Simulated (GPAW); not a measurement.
**Al2O3 in GPAW: convergence with bands over the usual count**

The system is Al2O3.

```
CELL_PARAMETERS angstrom
2.88432 0.00000 0.00000
-1.44216 2.49790 0.00000
0.00000 0.00000 9.33675
ATOMIC_POSITIONS crystal
Al 0.00000 0.00000 0.85001
Al 0.00000 0.00000 0.14999
O 0.33333 0.66667 0.77768
O 0.66667 0.33333 0.00000
O 0.33333 0.66667 0.22232
```

Measurements of this composition are mostly on another form, of space group No. 167.

| Quantity | Value |
| --- | --- |
| Program | GPAW 26.7.0 |
| Task | convergence study |
| Functional | r2SCAN |
| Potentials or basis | GPAW PAW data sets (gpaw-data 1.2.1) |
| Cutoff | 800 eV |
| Basis | pw |
| k mesh | 7 × 7 × 2 |
| Occupations | fermi-dirac, width 0.05 eV |
| Spin | no spin polarisation |

These are the settings of the first run; the series varies bands over the usual count, with any setting tied to it.

Hardware: 1 thread of Arm Neoverse V2, with other jobs on the host.

```tsv
bands over the usual count	energy less the tightest run, at zero smearing (meV/atom)	SCF cycles	CPU time (s)	peak memory (GiB)
0.72	0.00	11	44	0.24
0.8	0.00	11	48	0.24
0.9	0.00	11	53	0.24
1	0.00	11	58	0.25
1.3	0.00	11	75	0.25
1.7	0.00	11	93	0.26
2.5	0.00	11	130	0.28
```

Against the tightest run, the energy stays within 1 meV/atom from 0.72 on. The tightest run that finished is the yardstick and may itself not be fully converged.

Caveat, for the tightest run too: the k mesh is coarse.
